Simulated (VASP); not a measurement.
Here is a VASP 6.6.1 calculation.

INCAR

```
PREC = Accurate ; ENCUT = 520
EDIFF = 1E-6 ; ISMEAR = 0
SIGMA = 0.15 ; LREAL = F
LASPH = T ; NELM = 100
ALGO = Fast ; ISIF = 2
LWAVE = F ; LCHARG = F
GGA = PE ; NBANDS = 12
```

The input KPOINTS:

```
Automatic mesh
0
Gamma
  20 20 20
```

POSCAR

```
Ta
1.0
   -1.6925620000      1.6925620000      1.6512800000
    1.6925620000     -1.6925620000      1.6512800000
    1.6099980000      1.6099980000     -1.6512800000
Ta
1
Direct
    0.0000000000      0.0000000000      0.0000000000
```

Potentials or basis: VASP PAW PBE potentials, release 64 (Ta_pv).

Command:

```bash
$ cat potpaw_PBE.64/Ta_pv/POTCAR > POTCAR
$ mpirun -np 1 vasp_std > vasp.out
```

Question: Estimate the band gap on the k mesh.

Answer: None (metal or under the smearing width).

Question: Predict the pressure.

Answer: 3.5 GPa.

Stress tensor (GPa, compression positive):
```
3.40 3.90 0.00
3.90 3.40 0.00
0.00 0.00 3.77
```

The run has no spin-orbit coupling, so splittings on Ta are missing.
